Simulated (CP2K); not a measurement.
## MgS (Niningerite) under changes of volume

One of the cells (17.609 Å³/atom); the others are scaled copies at fixed shape and fractional positions:

```xyz
2
Lattice="3.6793 0.0000 0.0000 1.8396 3.1864 0.0000 1.8396 1.0621 3.0041" Properties=species:S:1:pos:R:3 pbc="T T T"
S     3.6793    2.1242    1.5021
Mg    0.0000    0.0000    0.0000
```

- Program: CP2K 2026.2
- Functional: PBEsol
- Potentials or basis: POTENTIAL_UZH S GTH-PBE-q6, Mg GTH-PBE-q10; TZVP-MOLOPT-PBE-GTH basis
- Density cutoff: 19048 eV
- k mesh: 9 × 9 × 9
- Occupations: fermi-dirac, width 0.05 eV
- Spin: no spin polarisation

| volume (Å³/atom) | energy over the lowest point (meV/atom) | pressure (GPa) | gap on the mesh (eV) |
| --- | --- | --- | --- |
| 16.553 | ? | ? | ? |
| 16.905 | 10.67 | 4.6 | 2.81 |
| 17.257 | 4.76 | 2.7 | 2.77 |
| 17.609 | 0.64 | 1.1 | 2.73 |
| 17.962 | 0.00 | -0.4 | 2.69 |
| 18.314 | 2.49 | -1.8 | 2.65 |
| 18.666 | 7.81 | -3.0 | 2.61 |

Problem. What does the run at 16.553 Å³/atom give?

Solution. Energy over the lowest point 23.02 meV/atom; pressure 6.6 GPa; gap on the mesh 2.85 eV.

Worked out: A Birch-Murnaghan fit of order 3 (a polynomial in V^(-2/3)) to the other rows has its minimum at 17.88 Å³/atom with B0 = V·E''(V) = 71 GPa (rough, since the energies scatter). It gives 19.05 meV/atom at 16.553 Å³/atom, against the run's 23.02, and -dE/dV = 4.2 GPa, against 6.6. A straight line through the other rows of the gap, of slope -2.02 eV per unit of ln V, extrapolates to 2.85 eV, against the run's 2.85.

Energies are extrapolated to zero smearing.

Caveats: the potentials were made for another functional, which shifts forces and pressure; an odd mesh through Γ misses points on the zone boundary, where band edges often lie; the basis of atomic orbitals isn't converged, which shifts pressures, moduli and gaps.
